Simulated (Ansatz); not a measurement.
# ZnS (F-43m) in Ansatz: a series of runs

The runs below take ZnS through single point, with PBE.

Everything below comes from runs of Ansatz 0.2.0. Logs are shortened: lines on timing, memory, paths and dates and some standing lists are left out, and cuts for length are marked.

**What was measured.**

“Electronic, vibrational, and thermodynamic properties of ZnS (zincblende and rocksalt structure)”, 2009, arxiv:0911.5022 quotes, for a bulk crystal of ZnS at 19 K: band gap 3.85 eV (direct).

The runs below are set against these values where they give the same quantity.

### Step 1. The structure

The structure is cubic, space group F-43m (No. 216). The conventional cell has a = 5.404 Å, b = 5.404 Å, c = 5.404 Å, α = 90.00°, β = 90.00°, γ = 90.00°. Zn (site symmetry -43m) is surrounded by 4 S at 2.34 Å. S (site symmetry -43m) has 4 Zn at 2.34 Å as nearest neighbours.

### Step 2. Single point, PBE

The input, input.yaml:

```yaml
crystal:
  lattice:
    - [0.0, 2.702, 2.702]
    - [2.702, 0.0, 2.702]
    - [2.702, 2.702, 0.0]
  atoms:
    - { symbol: Zn, position: [0.75, 0.75, 0.75] }
    - { symbol: S, position: [0.0, 0.0, 0.0] }
kpoints:
  mp_grid: { grid: [9, 9, 9] }
scf:
  occupations: { method: gaussian, width: 0.011 }
hamiltonian:
  xc: pbe
  pseudopotentials: { kind: all_electron, lapw: { basis_error: 0.001 } }
output:
  forces: true
  stress: true
  eigenvalues: true
```

Potentials or basis: all-electron LAPW, scalar-relativistic.

Run with:

```bash
> ansatz run input.yaml --threads 1 --pin off --max-ram 3072MiB --backend cpu --events-out ev --progress --plain --runs-dir out
```

Output:

```text
Warning: RAYON_NUM_THREADS=1 ignored (pool sized by the plan → 1); use --threads N
LAPW: plane waves up to 8.579 Å⁻¹, error target 1.0e-3 eV per atom; small_component_spin mean_spin; S in spheres of 1.038 Å, 14 of its electrons in bands, Dirac shells []; Zn in spheres of 1.302 Å, 20 of its electrons in bands, Dirac shells [] (how accurate: hamiltonian.pseudopotentials.lapw.basis_error, Limitations)
Engine: ansatz 0.2.0, x86_64-unknown-linux-gnu
Pseudopotentials: kind: all_electron
Pseudopotential: Zn, LAPW, valence charge 20, lapw/all_electron/scalar/gaussian/Zn, Koelling and Harmon's equation, gaussian nucleus
Pseudopotential: S, LAPW, valence charge 14, lapw/all_electron/scalar/gaussian/S, Koelling and Harmon's equation, gaussian nucleus
Functional definition: PBE
  parameter kappa = 0.804
  parameter beta = 0.06672455060314922
  exchange = pbe_x(kappa = kappa, mu = beta*pi^2/3)
  correlation = pbe_c(beta = beta)
Crystal: 2 atoms, lattice volume = 39.454 Å³
Basis set: ecut = 280.4421546980472 eV, 411 PW (Γ), exchange–correlation at level 2
Bands: 21, of which v1, the nominal top of the filled ones, is band 17 counted from 1 (16 counted from 0)
Symmetry: 24 space group operations
Space group: F-43m (ITA 216), of the structure as read, at distance tolerance 3.4e-5 Å
k-points: 35 of 729 (time reversal used)
Non-local potential: Zn, projectors of the file, none
Non-local potential: S, projectors of the file, none
Initial density: superposition of atomic densities (chi_scale 0.1, normalization cell, long waves kept (reshape's long-wave potential 0.00 eV rms))
Initial wavefunctions: plane waves of lowest kinetic energy (no species holds an atomic orbital)
Functional: x = pbe(κ = 0.804, μ = 0.2195149727645171), c = pbe(β = 0.06672455060314922)
iter 1 solved again at ethr=3.08e-3 eV; its pass at ethr=1.00e-1 eV (dr2=1.05e0 eV) is discarded
SCF iter   1: F=—  HF=-59737.761444 eV  |F-HF|=—  |Δ(HF+E_count)|=         —  Δρ=4.03e-2  dr2=1.05e0  ethr=3.08e-3  ⟨swp⟩=2.0  Hψ=5005  notcnv=0
preconditioner: auto → none  [insulator: Δε(μ)=2.380 eV  Ē_g=11.613 eV  σ=0.011 eV  W_gap=1.00  n_scr=14 (ndim 8)  ℏωp=25.1 eV  f_vac=0.113  D(μ)=0.00/eV (n_scr^D=0)  ε∞_Penn≈5.7]
iter 2 solved again at ethr=1.48e-4 eV; its pass at ethr=3.08e-3 eV (dr2=5.02e-2 eV) is discarded
SCF iter   2: F=—  HF=-59737.430585 eV  |F-HF|=—  |Δ(HF+E_count)|=   3.31e-1  Δρ=1.32e-2  dr2=5.02e-2  ethr=1.48e-4  ⟨swp⟩=2.0  Hψ=3977  notcnv=0
SCF iter   3: F=—  HF=-59737.339439 eV  |F-HF|=—  |Δ(HF+E_count)|=   9.11e-2  Δρ=7.58e-3  dr2=1.55e-2  ethr=1.48e-4  ⟨swp⟩=3.0  Hψ=2399  notcnv=0
SCF iter   4: F=—  HF=-59737.331890 eV  |F-HF|=—  |Δ(HF+E_count)|=         —  Δρ=3.73e-3  dr2=3.78e-3  ethr=4.57e-5  ⟨swp⟩=2.1  Hψ=2161  notcnv=0
the basis was enlarged: its passes take 145.8 KiB over the memory plan, 1 of 1 planned eigensolver slots
SCF iter   5: F=—  HF=-59737.332204 eV  |F-HF|=—  |Δ(HF+E_count)|=   3.14e-4  Δρ=6.76e-4  dr2=1.20e-4  ethr=1.11e-5  ⟨swp⟩=2.0  Hψ=2159  notcnv=0
SCF iter   6: F=—  HF=-59737.332267 eV  |F-HF|=—  |Δ(HF+E_count)|=   6.26e-5  Δρ=7.65e-5  dr2=1.59e-6  ethr=3.52e-7  ⟨swp⟩=2.7  Hψ=2065  notcnv=0
SCF iter   7: F=-59737.332270 eV  HF=-59737.332270 eV  |F-HF|=6.76e-9  |Δ(HF+E_count)|=   3.07e-6  Δρ=4.51e-6  dr2=7.74e-9  ethr=4.67e-9  ⟨swp⟩=3.0  Hψ=2196  notcnv=0
SCF 1 converged in 7 iterations: F = -59737.332270 eV  dr2 = 7.74e-9
SCF converged after 7 iterations
Free energy (F): -59737.332270 eV
Harris-Foulkes:  -59737.332270 eV  (|F-HF|=6.76e-9)
Internal energy: -59737.332270 eV  (E = F + TS)
E sigma→0 (E₀):  -59737.332270 eV
Fermi energy:    8.366657 eV
--- Per-component energies (eV) ---
  E_band       = -1880.246067
  E_kinetic    = 60684.782299
  E_xc         = -2648.997924
  E_electrostatic = -117773.116645  (all electrons and nuclei)
  E_smearing   = -0.000000  (= −TS)
  E_closure    = 0.000000  (closes the sum)
  E_atoms      = -59730.497347  (free atoms, spherical and without spin; not in F)
  Σ components = -59737.332270   (vs F -59737.332270, Δ=0.00e0)
  Basis errors (estimates in eV, not in F): energy 4.6e-4 per atom: plane waves 4.1e-4 (2.4e-4 summed), levels above the bands 0.0e0, relativity 2.4e-8, radial functions 4.6e-5, core shells 1.5e-10; eigenvalues (radial functions only) 1.2e-6; not estimated: angular momenta, meshes, grids; target (lapw.basis_error) 1.0e-3; muffin-tin radii S 1.038 Å, Zn 1.302 Å
--- Forces (eV/Å), atoms counted from 1 ---
  atom   1  Zn    -0.00000000     0.00000000    -0.00000000
  atom   2  S      0.00000000    -0.00000000    -0.00000000
  max |Σ_I F_I| component: 3.24e-17 eV/Å
--- Stress (GPa, compression-positive) ---
        1.611396      -0.000000      -0.000000
       -0.000000       1.611396       0.000000
       -0.000000       0.000000       1.611396
  P = ⅓ Tr σ = 1.6114 GPa (16.114 kbar)
--- Band table (eV; the first three rows and the last of 35) ---
  k-point 0: bands = ["-197.3488", "-142.1211", "-142.1211", "-142.1211", "-117.5446", "-71.7138", "-71.7138", "-71.7138", "-5.8293", "0.9762", "0.9762", "0.9762", "1.4754", "1.4754", "7.3103", "7.3103", "7.3103", "9.4229", "13.6831", "13.6831", "13.6831"]
  k-point 1: bands = ["-197.3488", "-142.1211", "-142.1211", "-142.1211", "-117.5446", "-71.7138", "-71.7138", "-71.7138", "-5.7364", "0.9765", "0.9931", "0.9931", "1.4739", "1.4739", "6.3799", "7.1920", "7.1920", "10.1281", "13.5907", "13.8883", "13.8883"]
  k-point 2: bands = ["-197.3488", "-142.1211", "-142.1211", "-142.1211", "-117.5446", "-71.7138", "-71.7138", "-71.7138", "-5.4857", "1.0050", "1.0327", "1.0327", "1.4751", "1.4751", "4.8589", "6.9175", "6.9175", "10.7467", "13.9866", "14.2498", "14.2498"]
  k-point 34: bands = ["-197.3488", "-142.1211", "-142.1211", "-142.1211", "-117.5446", "-71.7139", "-71.7139", "-71.7138", "-4.6086", "1.1059", "1.2383", "1.4002", "1.4625", "1.8253", "2.7612", "4.4195", "4.9424", "12.8815", "13.2159", "14.7942", "16.3074"]
```

Wall time 12 s (1 thread of Intel Xeon Platinum 8375C at 2.90GHz (Ice Lake), shared host); peak memory 0.31 GiB.

Results:

* Free energy: -59737.3323 eV
* Pressure: 1.6 GPa
* Band gap on the k mesh: 2.11 eV, direct

### Step 3. Single point, PBE

Edit input.yaml of step 2 so:

```diff
@@ -11,3 +11,3 @@
 scf:
-  occupations: { method: gaussian, width: 0.011 }
+  occupations: { method: gaussian, width: 0.029 }
 hamiltonian:
```

Potentials or basis: all-electron LAPW, scalar-relativistic.

Run with:

```bash
> ansatz run input.yaml --threads 1 --pin off --max-ram 3072MiB --backend cpu --events-out ev --progress --plain --runs-dir out
```

Output:

```text
Warning: RAYON_NUM_THREADS=1 ignored (pool sized by the plan → 1); use --threads N
LAPW: plane waves up to 8.579 Å⁻¹, error target 1.0e-3 eV per atom; small_component_spin mean_spin; S in spheres of 1.038 Å, 14 of its electrons in bands, Dirac shells []; Zn in spheres of 1.302 Å, 20 of its electrons in bands, Dirac shells [] (how accurate: hamiltonian.pseudopotentials.lapw.basis_error, Limitations)
[... 9 set-up lines as earlier in the session ...]
Crystal: 2 atoms, lattice volume = 39.454 Å³
Basis set: ecut = 280.4421546980472 eV, 411 PW (Γ), exchange–correlation at level 2
[... 37 lines left out ...]
--- Forces (eV/Å), atoms counted from 1 ---
  atom   1  Zn    -0.00000000     0.00000000    -0.00000000
  atom   2  S      0.00000000    -0.00000000     0.00000000
  max |Σ_I F_I| component: 2.78e-17 eV/Å
--- Stress (GPa, compression-positive) ---
        1.611363      -0.000000      -0.000000
       -0.000000       1.611363       0.000000
       -0.000000       0.000000       1.611363
  P = ⅓ Tr σ = 1.6114 GPa (16.114 kbar)
--- Band table (eV; the first three rows and the last of 35) ---
  k-point 0: bands = ["-197.3489", "-142.1211", "-142.1211", "-142.1211", "-117.5446", "-71.7138", "-71.7138", "-71.7138", "-5.8293", "0.9762", "0.9762", "0.9762", "1.4754", "1.4754", "7.3103", "7.3103", "7.3103", "9.4229", "13.6831", "13.6831", "13.6831"]
  k-point 1: bands = ["-197.3489", "-142.1211", "-142.1211", "-142.1211", "-117.5446", "-71.7138", "-71.7138", "-71.7138", "-5.7364", "0.9765", "0.9931", "0.9931", "1.4739", "1.4739", "6.3799", "7.1920", "7.1920", "10.1281", "13.5907", "13.8883", "13.8883"]
  k-point 2: bands = ["-197.3489", "-142.1211", "-142.1211", "-142.1211", "-117.5446", "-71.7138", "-71.7138", "-71.7138", "-5.4857", "1.0050", "1.0327", "1.0327", "1.4751", "1.4751", "4.8589", "6.9175", "6.9175", "10.7467", "13.9866", "14.2498", "14.2498"]
  k-point 34: bands = ["-197.3489", "-142.1211", "-142.1211", "-142.1211", "-117.5446", "-71.7139", "-71.7139", "-71.7138", "-4.6087", "1.1059", "1.2383", "1.4002", "1.4625", "1.8253", "2.7612", "4.4195", "4.9424", "12.8815", "13.2159", "14.7942", "16.3074"]
```

Run time: 11 s. Hardware: 1 thread of Intel Xeon Platinum 8375C at 2.90GHz (Ice Lake), shared host; peak memory 0.31 GiB.

Results:

| Quantity | Value |
| --- | --- |
| Free energy | -59737.3323 eV |
| Pressure | 1.6 GPa |
| Band gap on the k mesh | 2.11 eV, direct |

### Step 4. How close it comes

Step 2. Measured gap of ZnS: 3.85 eV (direct; 19 K; quoted in “Electronic, vibrational, and thermodynamic properties of ZnS (zincblende and rocksalt structure)”, 2009, arxiv:0911.5022). This calculation gives 2.11 eV (-1.74 eV). The value is that of PBE, without temperature or zero-point motion. Semilocal functionals fall short of measured gaps as a rule.

Step 3. Against the measured gap of ZnS, 3.85 eV (direct; 19 K; quoted in “Electronic, vibrational, and thermodynamic properties of ZnS (zincblende and rocksalt structure)”, 2009, arxiv:0911.5022), the calculated 2.11 eV is off by -1.74 eV. The value is that of PBE, without temperature or zero-point motion. Semilocal functionals fall short of measured gaps as a rule.
